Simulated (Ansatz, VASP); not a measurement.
One calculation of TiC, two programs

```xyz
2
Lattice="0.0000 2.1664 2.1664 2.1664 0.0000 2.1664 2.1664 2.1664 0.0000" Properties=species:S:1:pos:R:3 pbc="T T T"
Ti    0.0000    0.0000    0.0000
C     2.1664    2.1664    2.1664
```

Alike in both runs: task electric field gradients; functional PBE; k mesh 14 × 14 × 14; occupations fermi-dirac, width 0.03 eV; no spin polarisation.

|  | VASP | Ansatz |
| --- | --- | --- |
| version | VASP 6.6.1 | Ansatz 0.2.0 |
| potentials or method | VASP PAW PBE potentials, release 64 (Ti_sv, C) | PAW with Ansatz's default frozen-core files, scalar-relativistic |
| plane-wave cutoff (eV) | 520 | 420 |
| valence electrons in the cell | 16 | 16 |

|  | VASP | Ansatz | Ansatz less VASP |
| --- | --- | --- | --- |
| pressure (GPa) | 0.2 | 0.0 | -0.21 |
| Vzz of the field gradient on the site that differs most (V/Å²) | 0.0 | 0.0 | 0.00 |
